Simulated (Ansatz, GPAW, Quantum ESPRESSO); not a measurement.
## HfN: 4 runs at one level of theory

```
CELL_PARAMETERS angstrom
0.00000 2.25600 2.25600
2.25600 0.00000 2.25600
2.25600 2.25600 0.00000
ATOMIC_POSITIONS crystal
Hf 0.00000 0.00000 0.00000
N 0.50000 0.50000 0.50000
```

Alike in all runs: task band structure; functional LDA; k mesh 10 × 10 × 10; occupations fermi-dirac, width 0.05 eV; no spin polarisation; no spin-orbit coupling. LDA stands for any of its common fits. Pressure is positive in compression and, in plane waves, holds the error of the finite cutoff, which Ansatz's Pulay term estimates and takes out.

```tsv
program and potentials	plane-wave cutoff (eV)	notes	pressure (GPa)
Ansatz, Ansatz PAW	420	potentials made for PBE, which Ansatz adapts in part; 15.5 valence electrons an atom on average; Pulay term of +0.61 GPa included	-8.31
Ansatz, all-electron LAPW, scalar-relativistic	-	-	?
GPAW, the program's PAW data sets (release 1.2.1) made for this functional	800	8.5 valence electrons an atom on average	-8.95
Quantum ESPRESSO, PseudoDojo 0.4.1 SR LDA standard	1143	8.5 valence electrons an atom on average	-12.35
```

Task: Estimate from the other rows what the run with Ansatz, all-electron LAPW, scalar-relativistic gave.

Result: Pressure -8.20 GPa. The other rows, which needn't bracket it: pressure -12.35 to -8.31.
